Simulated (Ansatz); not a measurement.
Cubic perovskite CsPbI3 (cubic high-temperature phase) was calculated with r²SCAN+rVV10 (plane waves, PAW; Ansatz, a program for electronic structure).

Settings: plane-wave cutoff 500 eV, 6×6×6 k mesh, gaussian smearing 0.02 eV, scalar-relativistic PAW data made under PBE.

Cell (relaxed at this level):

```cif
data_CsI3Pb
_chemical_formula_sum 'Cs1 Pb1 I3'
_space_group_name_H-M_alt 'Pm-3m'
_space_group_IT_number 221
_space_group_name_Hall '-P 4 2 3'
_cell_length_a 6.27035
_cell_length_b 6.27035
_cell_length_c 6.27035
_cell_angle_alpha 90.000
_cell_angle_beta 90.000
_cell_angle_gamma 90.000
loop_
_atom_site_label
_atom_site_type_symbol
_atom_site_symmetry_multiplicity
_atom_site_Wyckoff_symbol
_atom_site_fract_x
_atom_site_fract_y
_atom_site_fract_z
_atom_site_occupancy
Cs1 Cs 1 a 0.00000 0.00000 0.00000 1
Pb1 Pb 1 b 0.50000 0.50000 0.50000 1
I1 I 3 c 0.00000 0.50000 0.50000 1
```

Question: Give the computed band gap.

Answer: 
- band gap = 1.58 eV (on the SCF k mesh)

Note: the relaxation could not lower the start's symmetry, so the cell can be a saddle point above a distorted one.

Spin–orbit coupling is not included; with these elements it can move the gap by several tenths of an eV or more.
